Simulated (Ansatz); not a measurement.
KMgF3: the gap against volume

KMgF3, Pm-3m, a = 4.054 Å. The structure is a COD entry; whether it is the stable form wasn't checked. Ansatz: PBE, PAW, 420 eV, Γ-centred 6×6×6 mesh on 5 atoms, Gaussian smearing 0.02 eV; no spin polarisation. Symmetry fixes shape and atoms, so the cell is only scaled; x = ln(V/V0) with V0 = 13.327 Å³/atom. The gap is read at the mesh points alone.

| x | gap y (eV) |
| --- | --- |
| -0.1278 | 7.944 |
| -0.0943 | 7.672 |
| -0.0619 | 7.418 |
| -0.0305 | 7.182 |
| 0.0000 | 6.960 |
| 0.0296 | 6.753 |
| 0.0583 | 6.557 |
| 0.0953 | ? |

Fit a straight line to the other rows, give the volume deformation potential of the gap and its pressure coefficient, and predict the missing gap. B0 = 66.3 GPa.

Means x = -0.03237, y = 7.2123; Σ(Δx)² = 0.02693, ΣΔxΔy = -0.2005; the slope is their ratio. y = 6.9713 − 7.4451 x. The slope is the deformation potential a = dE_g/d ln V = -7.45 eV, and dE_g/dP = −a/B0 = 112 meV/GPa. At x = 0.0953 the fit asked for gives 6.262 eV. The run gave 6.314 eV, so the fit is 0.052 eV too low, 3.2 % of the span of the series, against an rms of 0.014 eV on the fitted rows. The row lies outside the fitted range. With a term in x² added, a fit to the same known rows predicts 6.318 eV, so most of the miss is curvature that the known rows already hold.

Semilocal functionals give gaps under the measured ones; changes of the gap mostly carry over better.

Symmetry holds off the tilts and polar distortions that many cubic perovskites undergo.